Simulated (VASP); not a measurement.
TaSi2, 9 atoms in the cell. It takes space group P6_222 (No. 180, hexagonal). The conventional cell has a = 4.780 Å, b = 4.780 Å, c = 6.564 Å, α = 90.00°, β = 90.00°, γ = 120.00°. Ta (site symmetry 222) has 10 Si at 2.59 to 2.76 Å as nearest neighbours. Around Si (site symmetry 2) lie 5 Si at 2.59 to 2.76 Å and 5 Ta at 2.59 to 2.76 Å. 

- Program: VASP 6.6.1
- Task: atomic charges
- Functional: PBEsol
- Potentials or basis: VASP PAW PBE potentials, release 64 (Ta_pv, Si)
- Cutoff: 520 eV
- k mesh: 5 × 5 × 3
- Occupations: gaussian, width 0.02 eV
- Spin: no spin polarisation
- Further INCAR settings: ALGO = Fast; EDIFF = 1e-06

Potentials or basis: VASP PAW PBE potentials, release 64 (Ta_pv, Si).

The run is started by

```sh
$ cat potpaw_PBE.64/Ta_pv/POTCAR potpaw_PBE.64/Si/POTCAR > POTCAR
$ mpirun -np 1 vasp_std > vasp.out
```

Hardware: 1 thread of Intel(R) Xeon(R) Platinum 8559C (Emerald Rapids), on a shared host.

Problem. How long does it take, and how much memory?

Solution. It took 57 s on 1 thread of Intel(R) Xeon(R) Platinum 8559C (Emerald Rapids) (shared host), peak memory 0.25 GiB. Counts: scf iterations 18, k points 10.
